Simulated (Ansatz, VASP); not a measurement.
Two plane-wave programs on AlGaN2

INCAR

```
ALGO = Normal
EDIFF = 1E-7
ENCUT = 520
ISIF = 2
ISMEAR = 0
LASPH = True
LCHARG = True
LELF = True
LREAL = False
LVHAR = True
LWAVE = False
NBANDS = 21
NELM = 80
PREC = Accurate
SIGMA = 0.05
```

Contents of KPOINTS:

```
k-points
0
Gamma
  8 8 6
```

POSCAR

```
AlGaN2
1.0
    3.1931686309      0.0000000000      0.0000000000
    0.0000000000      3.1931686309      0.0000000000
    0.0000000000      0.0000000000      4.1651136599
Al Ga N
1 1 2
Direct
    0.5000000000      0.5000000000      0.5000000000
    0.0000000000      0.0000000000      0.0000000000
    0.5000000000      0.0000000000      0.7400513246
    0.0000000000      0.5000000000      0.2599486754
```

Input for Ansatz:

```yaml
crystal:
  lattice:
    - [3.1931686309, 0.0, 0.0]
    - [0.0, 3.1931686309, 0.0]
    - [0.0, 0.0, 4.1651136599]
  atoms:
    - { symbol: Al, position: [0.5, 0.5, 0.5] }
    - { symbol: Ga, position: [0.0, 0.0, 0.0] }
    - { symbol: "N", position: [0.5, 0.0, 0.7400513246] }
    - { symbol: "N", position: [0.0, 0.5, 0.2599486754] }
basis:
  ecutwfc: 420
kpoints:
  mp_grid: { grid: [8, 8, 6] }
hamiltonian:
  xc: lda
scf:
  occupations: { method: gaussian, width: 0.05 }
output:
  forces: true
  stress: true
  eigenvalues: true
```

Change from the starting cell: strain +0.025 along x and y, -0.050 along z, atoms carried along.

Alike in both runs: task single point; functional LDA; k mesh 8 × 8 × 6; occupations gaussian, width 0.05 eV; no spin polarisation.

|  | VASP | Ansatz |
| --- | --- | --- |
| version | VASP 6.6.1 | Ansatz 0.2.0 |
| potentials or method | VASP PAW LDA potentials, release 64 (Al, Ga_d, N) | scalar-relativistic, plane waves, PAW |
| plane-wave cutoff (eV) | 520 | 420 |
| valence electrons in the cell | 26 | 26 |

|  | VASP | Ansatz | Ansatz less VASP |
| --- | --- | --- | --- |
| gap on the k mesh at the Fermi level (eV) | 3.09 | 3.08 | -0.013 |
| least direct gap on the mesh (eV) | 3.09 | 3.08 | -0.013 |
| pressure (GPa) | 0.7 | -0.2 | -0.88 |
| largest component of the traceless stress (GPa) | 5.39 | 5.45 | +0.062 |
| rms of the force components (eV/Å) | 0.066 | 0.054 | -0.0116 |

Atom by atom the forces differ by 0.012 eV/Å (rms over components).

A k mesh can miss the band edges.
